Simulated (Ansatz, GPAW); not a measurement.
# One calculation of TiC, 3 ways

```
Ti C
1.0
     0.00000    2.16572    2.16572
     2.16572    0.00000    2.16572
     2.16572    2.16572    0.00000
Ti C
1 1
Direct
  0.00000 0.00000 0.00000
  0.50000 0.50000 0.50000
```

The cell is a database's computed one, not the measured one.

Alike in all runs: task single point; functional PBE; k mesh 11 × 11 × 11; occupations gaussian, width 0.03 eV; no spin polarisation; no spin-orbit coupling. Pressure is positive in compression and, in plane waves, holds the error of the finite cutoff, which Ansatz's Pulay term estimates and takes out.

| program and potentials | plane-wave cutoff (eV) | notes | pressure (GPa) |
| --- | --- | --- | --- |
| Ansatz, Ansatz PAW | 420 | Pulay term of +0.27 GPa included | 0.28 |
| Ansatz, all-electron LAPW, scalar-relativistic | - | - | 0.25 |
| GPAW, GPAW PAW data sets (gpaw-data 1.2.1) | 800 | - | 0.93 |

The pressure spans 0.25 (Ansatz, all-electron LAPW, scalar-relativistic) to 0.93 GPa (GPAW, GPAW PAW data sets (gpaw-data 1.2.1)), with all-electron results at 0.25.

Differences between rows come from potentials, basis sets and numerical settings, since the functional is the same but for its coding. Runs on potential files found faulty are left out.
